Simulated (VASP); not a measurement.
MnH4, 5 atoms in the cell. The cell holds a sheet with vacuum, 5 atoms: a = 3.756 Å, b = 3.756 Å, c = 14.000 Å, α = 90.00°, β = 90.00°, γ = 90.00°. The cell was built by a generator and needn't be a form met in nature.

| Property | Result |
| --- | --- |
| Program | VASP 6.6.1 |
| Task | single point |
| Functional | PBE |
| Potentials or basis | VASP PAW PBE potentials, release 64 (Mn_pv, H) |
| Cutoff | 520 eV |
| k mesh | 4 × 4 × 1 |
| Occupations | gaussian, width 0.1 eV |
| Spin | collinear spin, typed start |
| Starting moments | [4.0, 0.0, 0.0, 0.0, 0.0] μB |
| Dipole correction | yes |
| Further INCAR settings | ALGO = Normal; EDIFF = 1e-06; NBANDS = 20 |

Potentials or basis: VASP PAW PBE potentials, release 64 (Mn_pv, H).

The run is started by

```console
$ cat potpaw_PBE.64/Mn_pv/POTCAR potpaw_PBE.64/H/POTCAR > POTCAR
$ mpirun -np 1 vasp_std > vasp.out
```

Hardware: 1 thread of Intel(R) Xeon(R) 6975P-C (Granite Rapids) (shared host).

Q: How long does it take, and how much memory?

A: Wall time 46 s on 1 thread of Intel(R) Xeon(R) 6975P-C (Granite Rapids) (shared host), peak memory 0.34 GiB. Counts: scf iterations 25, k points 6.
